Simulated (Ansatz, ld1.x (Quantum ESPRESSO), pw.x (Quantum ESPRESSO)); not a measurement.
## rhenium (Re) (bcc): variants of one TM potential in the solid

Re, norm-conserving Troullier–Martins (Kleinman–Bylander form), made with ld1.x (Quantum ESPRESSO) 7.5 (PBE, scalar-relativistic). Core [Xe] 4f14, reference 5d5 6s2 6p0. Waves: 6s (bound): rc 2.40 bohr; 6p (bound, empty): rc 4.05 bohr; 5d (bound): rc 2.15 bohr. Local part: all-electron potential smoothed inside 2.55 bohr (lloc = -1). Core correction: none.

Crystal test: bcc Re in pw.x 7.5, no spin, 15³ k-points, Fermi–Dirac smearing 0.01 Ry, cutoffs set for each file from its atomic test. The reference is all-electron LAPW (Ansatz 0.2.0) with the same functional, mesh and smearing; V0 and B0 come from Birch–Murnaghan fits to the pressures at five volumes. Errors are pseudo minus all-electron; Δ is the rms difference of the E(V) curves that follow from these fits, minima aligned, over ±6 % about the mean V0. Mesh and smearing are coarse, so the numbers serve the comparison and aren't converged zero-temperature values; the lattice is a test structure that the element need not adopt.

All-electron: a0 = 3.115 Å (V0 = 15.12 Å³/atom), B0 = 350.4 GPa.

Base: The largest radius (4.05 bohr) exceeds half the bond length (2.55 bohr), so the spheres overlap, which is one possible source of error among others. The logarithmic derivative shows an extra or strongly shifted pseudo pole above the reference energy (s near 0.48 Ry, p near 1.62 Ry).

A dash in a converged row means that the minimum lies outside the volumes sampled.

```tsv
change	cutoffs (Ry)	pw.x	a0 (Å)	a0 error (%)	B0 error (%)	Δ (meV/atom)	mean pressure error (GPa)
base	50/200	converged	3.125	+0.29	-1.8	10.1	+3.11
wave 6s (bound): rc 2.40 bohr becomes 6s (bound): rc 2.96 bohr	50/200	converged	3.123	+0.25	-1.6	8.4	+2.59
wave 5d (bound): rc 2.15 bohr becomes 5d (bound): rc 2.52 bohr	45/180	converged	3.125	+0.30	-1.8	10.3	+3.17
reference 5d5 6s0 6p0	50/200	converged; bound ghost	–	–	–	–	-21.17
local potential all-electron potential smoothed inside 1.68 bohr (lloc = -1)	50/200	converged; bound ghost	–	–	–	–	+57.13
```

Question: Give the row for: local potential the s channel.

Answer: pw.x: converged; mean pressure error (GPa): +20.77.
